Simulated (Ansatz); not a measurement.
**C: a trial structure relaxed**

Where does C go from the start given, random cell without symmetry?

Program: Ansatz 0.2.0. Level of theory: DFT PBE, scalar-relativistic, plane waves, PAW. These are calculated values, not measurements.

## 1. The starting structure

It takes space group P-1 (No. 2, triclinic). The conventional cell has a = 2.349 Å, b = 2.927 Å, c = 4.325 Å, α = 73.40°, β = 75.95°, γ = 77.22°. Around C (site symmetry 1) lie 1 C at 1.01 Å.

Structure file:

```
C
1.0
     2.92651    0.00000    0.00000
    -0.51947    2.29087    0.00000
    -1.69103   -0.79680    4.06729
C
2
Cartesian
  0.1140 0.0921 0.5900
  -0.0174 1.0320 0.2337
```

## 2. Rough relaxation on the coarse mesh

The input, input.yaml:

```yaml
crystal:
  lattice:
    - [2.9265057399, 0.0, 0.0]
    - [-0.5194714705, 2.2908669638, 0.0]
    - [-1.6910322274, -0.796804025, 4.0672866634]
  atoms:
    - { symbol: C, position: [0.1388758663, 0.090648765, 0.1450709084] }
    - { symbol: C, position: [0.1107585184, 0.4704672608, 0.0574509358] }
basis:
  ecutwfc: 420
kpoints:
  mp_grid: { grid: [6, 8, 4] }
hamiltonian:
  xc: pbe
scf:
  occupations: { method: gaussian, width: 0.1 }
  lower_state_search: "off"
output:
  forces: true
  stress: true
  eigenvalues: true
relax:
  adjacent_minimum: "off"
  f_tol: 0.04
  max_steps: 70
  cell: { stress_tol: 0.4 }
```

Further runs follow: a loose first relaxation; the relaxation; relaxing again on a mesh for the new cell.

Before running it: what results should come out?

**Answer**, as computed:

```
           quantity                                                                      value
cell (conventional)  a = 4.436 Å, b = 7.597 Å, c = 1.282 Å, α = 90.00°, β = 97.29°, γ = 90.00°
        space group                                                              C2/m (No. 12)
             volume                                                              21.43 Å³/atom
    gap on the mesh                                                               none (metal)
```

What this shows: The structure ended in another space group than at the start: P-1 to C2/m.
